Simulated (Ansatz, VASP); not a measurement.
## NbAs: VASP beside Ansatz

```
Nb As
1.0
     0.00000    2.61990    2.61990
     2.61990    0.00000    2.61990
     2.61990    2.61990    0.00000
Nb As
1 1
Cartesian
  0.0000 0.0000 0.0000
  2.6199 2.6199 2.6199
```

Change from the starting cell: volume scaled by 0.98, PAW files.

Alike in both runs: task electric field gradients; functional PBE; k mesh 11 × 11 × 11; occupations fermi-dirac, width 0.05 eV; no spin polarisation.

|  | VASP | Ansatz |
| --- | --- | --- |
| version | VASP 6.6.1 | Ansatz 0.2.0 |
| potentials or method | VASP PAW PBE potentials, release 64 (Nb_sv, As) | PAW with Ansatz's default frozen-core files, scalar-relativistic |
| plane-wave cutoff (eV) | 520 | 420 |
| valence electrons in the cell | 18 | 28 |

```csv
,VASP,Ansatz,Ansatz less VASP
pressure (GPa),3.1,3.0,-0.05
Vzz of the field gradient on the site that differs most (V/Å²),0.0,0.0,0.00
```

The two sets of potentials don't hold the same shells in valence. Ansatz warned: «gradients_without_spin_orbit».
